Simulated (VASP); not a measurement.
# C (Fd-3m) in VASP: a series of runs

One crystal, C, is run at these levels: LAK, HSEsol, HSE03+TS, PBE0+D3(BJ), PBE; tasks: band structure, optical spectrum, electric field gradients, G0W0 quasiparticle levels.

Everything below comes from runs of VASP 6.6.1. Logs are shortened: lines on timing, memory, paths and dates and some standing lists are left out, and cuts for length are marked.

**1. Starting point**

It takes space group Fd-3m (No. 227, cubic). Conventional cell: a = 3.567 Å, b = 3.567 Å, c = 3.567 Å, α = 90.00°, β = 90.00°, γ = 90.00°. C (site symmetry -43m) is surrounded by 4 C at 1.54 Å.

This isn't the form of C at room conditions, which is graphite.

**2. Band structure, LAK**

INCAR

```
SYSTEM = C
ALGO = Normal
EDIFF = 1E-6
ENCUT = 520
ISIF = 2
ISMEAR = -1
LASPH = .True.
LCHARG = .False.
LMIXTAU = .True.
LREAL = .False.
LWAVE = .False.
METAGGA = LAK
NBANDS = 11
NELM = 100
PREC = Accurate
SIGMA = 0.05
```

KPOINTS

```
k-points
0
Gamma
  13 13 13
  0 0 0
```

POSCAR

```
C
1.0
    0.0000000000      1.7833700000      1.7833700000
    1.7833700000      0.0000000000      1.7833700000
    1.7833700000      1.7833700000      0.0000000000
C
2
Direct
    0.7500000000      0.7500000000      0.7500000000
    0.5000000000      0.5000000000      0.5000000000
```

KPOINTS_OPT

```
path GXWKGLUWLK,UX
20
line-mode
reciprocal
 0.0000000000  0.0000000000  0.0000000000  G
 0.5000000000  0.0000000000  0.5000000000  X

 0.5000000000  0.0000000000  0.5000000000  X
 0.5000000000  0.2500000000  0.7500000000  W

 0.5000000000  0.2500000000  0.7500000000  W
 0.3750000000  0.3750000000  0.7500000000  K

 0.3750000000  0.3750000000  0.7500000000  K
 0.0000000000  0.0000000000  0.0000000000  G

 0.0000000000  0.0000000000  0.0000000000  G
 0.5000000000  0.5000000000  0.5000000000  L

 0.5000000000  0.5000000000  0.5000000000  L
 0.6250000000  0.2500000000  0.6250000000  U

 0.6250000000  0.2500000000  0.6250000000  U
 0.5000000000  0.2500000000  0.7500000000  W

 0.5000000000  0.2500000000  0.7500000000  W
 0.5000000000  0.5000000000  0.5000000000  L

 0.5000000000  0.5000000000  0.5000000000  L
 0.3750000000  0.3750000000  0.7500000000  K

 0.6250000000  0.2500000000  0.6250000000  U
 0.5000000000  0.0000000000  0.5000000000  X
```

Potentials or basis: VASP PAW PBE potentials, release 64 (C).

Command:

```
$ cat potpaw_PBE.64/C/POTCAR > POTCAR
$ mpirun -np 1 vasp_std > vasp.out
```

OUTCAR:

```text
SYSTEM = C
   EDIFF = 1E-6
   ENCUT = 520
   ISIF = 2
   ISMEAR = -1
   LASPH = .True.
   LREAL = .False.
   METAGGA = LAK
   NELM = 100
   PREC = Accurate

 ion  position               nearest neighbor table
   1  0.750  0.750  0.750-   2 1.54   2 1.54   2 1.54   2 1.54
   2  0.500  0.500  0.500-   1 1.54   1 1.54   1 1.54   1 1.54

  LATTYP: Found a face centered cubic cell.
 ALAT       =     3.5667400000

  Lattice vectors:

 A1 = (   0.0000000000,   1.7833700000,   1.7833700000)
 A2 = (   1.7833700000,   0.0000000000,   1.7833700000)
 A3 = (   1.7833700000,   1.7833700000,   0.0000000000)

Analysis of symmetry for initial positions (statically):
=====================================================================
 Subroutine PRICEL returns:
 Original cell was already a primitive cell.

 Routine SETGRP: Setting up the symmetry group for a
 face centered cubic supercell.

 Subroutine GETGRP returns: Found 48 space group operations
 (whereof 24 operations were pure point group operations)
 out of a pool of 48 trial point group operations.

The static configuration has the point symmetry T_d .
 The point group associated with its full space group is O_h .

Analysis of symmetry for dynamics (positions and initial velocities):
=====================================================================
 Subroutine PRICEL returns:
 Original cell was already a primitive cell.

 Routine SETGRP: Setting up the symmetry group for a
 face centered cubic supercell.

 Subroutine GETGRP returns: Found 48 space group operations
 (whereof 24 operations were pure point group operations)
 out of a pool of 48 trial point group operations.

The dynamic configuration has the point symmetry T_d .
 The point group associated with its full space group is O_h .

 Subroutine INISYM returns: Found 48 space group operations
 (whereof 24 operations are pure point group operations),
 and found     1 'primitive' translations

----------------------------------------------------------------------------------------

                                     Primitive cell

  volume of cell :      11.3437

  direct lattice vectors                    reciprocal lattice vectors
     0.000000000  1.783370000  1.783370000    -0.280368067  0.280368067  0.280368067
     1.783370000  0.000000000  1.783370000     0.280368067 -0.280368067  0.280368067
     1.783370000  1.783370000  0.000000000     0.280368067  0.280368067 -0.280368067

  length of vectors
     2.522066041  2.522066041  2.522066041     0.485611737  0.485611737  0.485611737

  position of ions in fractional coordinates (direct lattice)
     0.750000000  0.750000000  0.750000000
     0.500000000  0.500000000  0.500000000

  ion indices of the primitive-cell ions
   primitive index   ion index
                 1           1
                 2           2

----------------------------------------------------------------------------------------

 KPOINTS: k-points

Automatic generation of k-mesh.
 Grid dimensions read from file:
 generate k-points for:   13   13   13

 Generating k-lattice:

  Cartesian coordinates                     Fractional coordinates (reciprocal lattice)
    -0.021566774  0.021566774  0.021566774     0.076923077  0.000000000  0.000000000
     0.021566774 -0.021566774  0.021566774     0.000000000  0.076923077  0.000000000
     0.021566774  0.021566774 -0.021566774     0.000000000  0.000000000  0.076923077

  Length of vectors
     0.037354749  0.037354749  0.037354749

  Shift w.r.t. Gamma in fractional coordinates (k-lattice)
     0.000000000  0.000000000  0.000000000

 Subroutine IBZKPT returns following result:
 ===========================================

 Found     84 irreducible k-points:

 Following reciprocal coordinates:
            Coordinates               Weight
  0.000000  0.000000  0.000000      1.000000
  0.076923  0.000000  0.000000      8.000000
  0.153846  0.000000  0.000000      8.000000
  0.230769  0.000000  0.000000      8.000000
  0.307692  0.000000  0.000000      8.000000
  0.384615  0.000000  0.000000      8.000000
[... 42 lines left out ...]
 -0.461538  0.461538  0.000000     12.000000
  0.230769  0.153846  0.076923     24.000000
 [... further k-points ...]
   k-points           NKPTS =     84   k-points in BZ     NKDIM =     84   number of bands    NBANDS=     11
   number of dos      NEDOS =    301   number of ions     NIONS =      2
   total plane-waves  NPLWV =   8000
   dimension x,y,z NGX =    20 NGY =   20 NGZ =   20
   dimension x,y,z NGXF=    40 NGYF=   40 NGZF=   40
   ions per type =               2
   NGX,Y,Z   is equivalent  to a cutoff of  13.18, 13.18, 13.18 a.u.
   NGXF,Y,Z  is equivalent  to a cutoff of  26.37, 26.37, 26.37 a.u.
 SYSTEM =  C
   PREC   = accura    normal or accurate (medium, high low for compatibility)
   ISTART =      0    job   : 0-new  1-cont  2-samecut
   ICHARG =      2    charge: 1-file 2-atom 10-const
   ISPIN  =      1    spin polarized calculation?
   LNONCOLLINEAR =      F non collinear calculations
   LSORBIT =      F    spin-orbit coupling
   LASPH  =      T    aspherical Exc in radial PAW
   ENCUT  =  520.0 eV  38.22 Ry    6.18 a.u.   4.69  4.69  4.69*2*pi/ulx,y,z
   NELM   =    100;   NELMIN=  2; NELMDL= -5     # of ELM steps
   EDIFF  = 0.1E-05   stopping-criterion for ELM
   LREAL  =      F    real-space projection
   EDIFFG = 0.1E-04   stopping-criterion for IOM
   NSW    =      0    number of steps for IOM
   IBRION =     -1    ionic relax: 0-MD 1-quasi-New 2-CG
   NFREE  =      0    steps in history (QN), initial steepest desc. (CG)
   ISIF   =      2    stress and relaxation
   ISYM   =      2    0-nonsym 1-usesym 2-fastsym
   POTIM  = 0.5000    time-step for ionic-motion
   TEBEG  =    0.0;   TEEND  =   0.0 temperature during run
   PSTRESS=    0.0 pullay stress
   NELECT =       8.0000    total number of electrons
   NUPDOWN=      -1.0000    fix difference up-down
   EMIN   =  10.00;   EMAX   =-10.00  energy-range for DOS
   EFERMI =   0.00;   METHOD = LEGACY
   ISMEAR =    -1;   SIGMA  =   0.05  broadening in eV -4-tet -1-fermi 0-gaus
   EFERMI_NEDOS =   21; number of points for ismear=-14 and -15
   IALGO  =     38    algorithm
   IMIX   =      4    mixing-type and parameters
     AMIX     =   0.40;   BMIX     =  1.00
     AMIX_MAG =   1.60;   BMIX_MAG =  1.00
  volume/ion in A,a.u.               =       5.67        38.28
  Fermi-wavevector in a.u.,A,eV,Ry     =   1.457203  2.753714 28.891161  2.123440
  Thomas-Fermi vector in A             =   2.574032
   LORBIT       =      0    0 simple, 1 ext, 2 COOP (PROOUT), +10 PAW based schemes
   METAGGA = LAK    functional components
   LHFCALC =     F    Hartree Fock is set to
   AEXX    =    0.0000 exact exchange contribution
   IVDW    =     0    specifies the selected vdW correction
   LEPSILON=     F    determine dielectric tensor
   LRPA    =     F    only Hartree local field effects (RPA)
 non-spin polarized calculation
  energy-cutoff  :      520.00
  volume of cell :       11.34
 maximum number of plane-waves:       322
   NGX =  9   NGY =  9   NGZ =  9

 number of electron       7.9999999 magnetization

 Free energy of the ion-electron system (eV)
  ---------------------------------------------------
  ext. energy  EPLUGINS =         0.00000000
  ---------------------------------------------------
  free energy    TOTEN  =       -18.58228036 eV

  energy without entropy =      -18.58228036  energy(sigma->0) =      -18.58228036

 E-fermi :  10.7138     XC(G=0): -14.0782

 val. band max:        9.8111384529   @ k =   0.0000   0.0000   0.0000
 cond. band min:      14.5583020748   @ k =   0.3846   0.3846   0.0000
 fundamental gap:      4.7471636218
 Fermi energy:        10.7138232548

 k-point     1 :       0.0000    0.0000    0.0000
  band No.  band energies     occupation
      1     -13.0792      2.00000
      2       9.8111      2.00000
      3       9.8111      2.00000
      4       9.8111      2.00000
      5      15.8984      0.00000
      6      15.8985      0.00000
      7      15.8985      0.00000
      8      24.1775      0.00000
      9      31.2931      0.00000
     10      37.3346      0.00000
     11      37.3346      0.00000

 k-point     2 :       0.0769    0.0000    0.0000
  band No.  band energies     occupation
      1     -12.9073      2.00000
      2       8.6651      2.00000
      3       9.5128      2.00000
      4       9.5128      2.00000
      5      16.2930      0.00000
      6      16.2930      0.00000
      7      16.5881      0.00000
      8      24.3606      0.00000
      9      31.5843      0.00000
     10      35.6808      0.00000
     11      35.6808      0.00000

 k-point     3 :       0.1538    0.0000    0.0000
  band No.  band energies     occupation
      1     -12.3936      2.00000
      2       6.2363      2.00000
      3       8.8381      2.00000
      4       8.8382      2.00000
      5      17.1907      0.00000
      6      17.1907      0.00000
      7      17.7012      0.00000
      8      24.8962      0.00000
      9      32.2280      0.00000
     10      34.0946      0.00000
     11      34.0946      0.00000
[... 491 lines left out ...]
 k-point    39 :       0.3846    0.3077    0.0000
  band No.  band energies     occupation
      1      -8.4380      2.00000
      2       1.3186      2.00000
      3       3.6935      2.00000
      4       4.0934      2.00000
      5      14.9756      0.00000
      6      18.5479      0.00000
      7      25.2930      0.00000
      8      25.3226      0.00000
      9      33.3839      0.00000
     10      35.2458      0.00000
     11      42.5748      0.00000

 k-point    40 :       0.4615    0.3077    0.0000
  band No.  band energies     occupation
      1      -7.1287      2.00000
      2      -0.3753      2.00000
      3       2.4593      2.00000
      4       3.9768      2.00000
      5      15.7357      0.00000
      6      19.1760      0.00000
      7      25.5101      0.00000
      8      25.7667      0.00000
      9      33.5160      0.00000
     10      35.1586      0.00000
     11      41.4716      0.00000

 [... further k-points ...]

------------------------ aborting loop because EDIFF is reached ----------------------------------------

  FORCE on cell =-STRESS in cart. coord.  units (eV):
  Direction    XX          YY          ZZ          XY          YZ          ZX
  --------------------------------------------------------------------------------------
  -------------------------------------------------------------------------------------
  Total        0.3072207      0.3072207      0.3072207     -0.0000000     -0.0000000     -0.0000000
  in kB       43.3917028     43.3917028     43.3917028     -0.0000000     -0.0000000     -0.0000000
  external PRESSURE =      43.3917028 kB  Pullay stress =       0.0000000 kB

 VOLUME and BASIS-vectors are now :
 -----------------------------------------------------------------------------
  energy-cutoff  :      520.00
  volume of cell :       11.34
      direct lattice vectors                 reciprocal lattice vectors
     0.000000000  1.783370000  1.783370000    -0.280368067  0.280368067  0.280368067
     1.783370000  0.000000000  1.783370000     0.280368067 -0.280368067  0.280368067
     1.783370000  1.783370000  0.000000000     0.280368067  0.280368067 -0.280368067

 POSITION                                       TOTAL-FORCE (eV/Angst)
 -----------------------------------------------------------------------------------
      2.67505      2.67505      2.67505        -0.000000     -0.000000     -0.000000
      1.78337      1.78337      1.78337         0.000000      0.000000      0.000000
 -----------------------------------------------------------------------------------
    total drift:                                0.000000     -0.000000      0.000000

  FREE ENERGIE OF THE ION-ELECTRON SYSTEM (eV)
  ---------------------------------------------------
  free  energy   TOTEN  =       -18.5822803597 eV

  energy  without entropy=      -18.5822803597  energy(sigma->0) =      -18.58228036
```

It took 3 min on 1 thread of AMD EPYC 7R43 (Zen 3), shared host; peak memory 0.09 GiB.

Results:

* Free energy: -18.5823 eV
* Pressure: 4.3 GPa
* Band gap on the k mesh: 4.75 eV, indirect (least direct gap 6.09 eV)
* Band gap along the path: 4.72 eV, indirect (least direct gap 6.09 eV)

Levels at the corners of the path, in eV from the valence-band top:
```tsv
point	band 1	band 2	band 3	band 4	band 5	band 6	band 7	band 8	band 9
Γ	-22.89	0.00	0.00	0.00	6.09	6.09	6.09	14.37	21.48
X	-13.75	-13.75	-6.70	-6.70	5.47	5.47	18.48	18.48	25.54
X	-13.75	-13.75	-6.70	-6.70	5.47	5.47	18.48	18.48	25.54
W	-13.02	-13.02	-8.66	-8.66	11.79	11.79	13.33	13.33	23.38
W	-13.02	-13.02	-8.66	-8.66	11.79	11.79	13.33	13.33	23.38
K	-14.11	-12.65	-9.67	-5.71	6.42	11.80	15.70	17.13	20.46
K	-14.11	-12.65	-9.67	-5.71	6.42	11.80	15.70	17.13	20.46
Γ	-22.89	0.00	0.00	0.00	6.09	6.09	6.09	14.37	21.48
Γ	-22.89	0.00	0.00	0.00	6.09	6.09	6.09	14.37	21.48
L	-17.00	-14.04	-3.01	-3.01	9.21	9.21	9.51	17.50	24.19
L	-17.00	-14.04	-3.01	-3.01	9.21	9.21	9.51	17.50	24.19
U	-14.11	-12.65	-9.67	-5.71	6.42	11.80	15.70	17.13	20.46
U	-14.11	-12.65	-9.67	-5.71	6.42	11.80	15.70	17.13	20.46
W	-13.02	-13.02	-8.66	-8.66	11.79	11.79	13.33	13.33	23.38
W	-13.02	-13.02	-8.66	-8.66	11.79	11.79	13.33	13.33	23.38
L	-17.00	-14.04	-3.01	-3.01	9.21	9.21	9.51	17.50	24.19
L	-17.00	-14.04	-3.01	-3.01	9.21	9.21	9.51	17.50	24.19
K	-14.11	-12.65	-9.67	-5.71	6.42	11.80	15.70	17.13	20.46
U	-14.11	-12.65	-9.67	-5.71	6.42	11.80	15.70	17.13	20.46
X	-13.75	-13.75	-6.70	-6.70	5.47	5.47	18.48	18.48	25.54
```

Caveat: the PAW data sets were made with another functional, which shifts forces and pressure a little.

**3. Band structure, HSEsol**

POSCAR is that of step 2.

INCAR.step1

```
ALGO = Normal
EDIFF = 1E-5
ENCUT = 520
GGA = PE
ISIF = 2
ISMEAR = -1
LASPH = T
LCHARG = F
LREAL = F
LWAVE = T
NBANDS = 11
NELM = 80
PREC = Accurate
SIGMA = 0.05
```

INCAR.step2

```
ALGO = Normal
EDIFF = 1E-7
ENCUT = 520
GGA = PS
HFSCREEN = 0.2
ISIF = 2
ISMEAR = -1
ISTART = 1
LASPH = T
LCHARG = F
LHFCALC = T
LREAL = F
LWAVE = F
NBANDS = 11
NELM = 80
PREC = Accurate
PRECFOCK = Normal
SIGMA = 0.05
```

KPOINTS

```
k-points
0
Gamma
  7 7 7
```

Changes to KPOINTS_OPT since step 2:

```diff
@@ -1,3 +1,3 @@
 path GXWKGLUWLK,UX
-20
+10
 line-mode
```

Potentials or basis: VASP PAW PBE potentials, release 64 (C).

Command:

```
$ cat potpaw_PBE.64/C/POTCAR > POTCAR
$ cp INCAR.step1 INCAR
$ mpirun -np 1 vasp_std > vasp.out
$ cp INCAR.step2 INCAR
$ mpirun -np 1 vasp_std > vasp.out
```

It took 16 min on 1 thread of Intel Xeon Platinum 8488C (Sapphire Rapids), shared host; peak memory 0.24 GiB.

Results (log left out):

* Free energy: -21.8232 eV
* Pressure: -11.5 GPa
* Band gap on the k mesh: 5.35 eV, indirect (least direct gap 6.96 eV)
* Band gap along the path: 5.24 eV, indirect (least direct gap 6.96 eV)

Levels at the corners of the path, in eV from the valence-band top:
| point | band 1 | band 2 | band 3 | band 4 | band 5 | band 6 | band 7 | band 8 | band 9 |
| --- | --- | --- | --- | --- | --- | --- | --- | --- | --- |
| Γ | -23.55 | 0.00 | 0.00 | 0.00 | 6.96 | 6.96 | 6.96 | 15.32 | 20.69 |
| X | -14.07 | -14.07 | -6.89 | -6.89 | 5.85 | 5.85 | 19.21 | 19.21 | 25.46 |
| X | -14.07 | -14.07 | -6.89 | -6.89 | 5.85 | 5.85 | 19.21 | 19.21 | 25.46 |
| W | -13.21 | -13.21 | -9.09 | -9.09 | 12.08 | 12.08 | 14.27 | 14.27 | 23.50 |
| W | -13.21 | -13.21 | -9.09 | -9.09 | 12.08 | 12.08 | 14.27 | 14.27 | 23.50 |
| K | -14.31 | -12.93 | -10.18 | -5.87 | 6.83 | 12.33 | 16.53 | 17.86 | 20.54 |
| K | -14.31 | -12.93 | -10.18 | -5.87 | 6.83 | 12.33 | 16.53 | 17.86 | 20.54 |
| Γ | -23.55 | 0.00 | 0.00 | 0.00 | 6.96 | 6.96 | 6.96 | 15.32 | 20.69 |
| Γ | -23.55 | 0.00 | 0.00 | 0.00 | 6.96 | 6.96 | 6.96 | 15.32 | 20.69 |
| L | -17.29 | -14.67 | -3.07 | -3.07 | 9.99 | 9.99 | 10.37 | 17.49 | 23.79 |
| L | -17.29 | -14.67 | -3.07 | -3.07 | 9.99 | 9.99 | 10.37 | 17.49 | 23.79 |
| U | -14.31 | -12.93 | -10.18 | -5.87 | 6.83 | 12.33 | 16.53 | 17.86 | 20.54 |
| U | -14.31 | -12.93 | -10.18 | -5.87 | 6.83 | 12.33 | 16.53 | 17.86 | 20.54 |
| W | -13.21 | -13.21 | -9.09 | -9.09 | 12.08 | 12.08 | 14.27 | 14.27 | 23.50 |
| W | -13.21 | -13.21 | -9.09 | -9.09 | 12.08 | 12.08 | 14.27 | 14.27 | 23.50 |
| L | -17.29 | -14.67 | -3.07 | -3.07 | 9.99 | 9.99 | 10.37 | 17.49 | 23.79 |
| L | -17.29 | -14.67 | -3.07 | -3.07 | 9.99 | 9.99 | 10.37 | 17.49 | 23.79 |
| K | -14.31 | -12.93 | -10.18 | -5.87 | 6.83 | 12.33 | 16.53 | 17.86 | 20.54 |
| U | -14.31 | -12.93 | -10.18 | -5.87 | 6.83 | 12.33 | 16.53 | 17.86 | 20.54 |
| X | -14.07 | -14.07 | -6.89 | -6.89 | 5.85 | 5.85 | 19.21 | 19.21 | 25.46 |

Caveat: the k mesh is coarse (spacing up to 0.44 Å⁻¹), so the values aren't converged, least of all with exact exchange; the PAW data sets were made with another functional, which shifts forces and pressure a little; the mesh misses the band edges, which the band path finds closer together.

(Continued in part 2 of 3.)
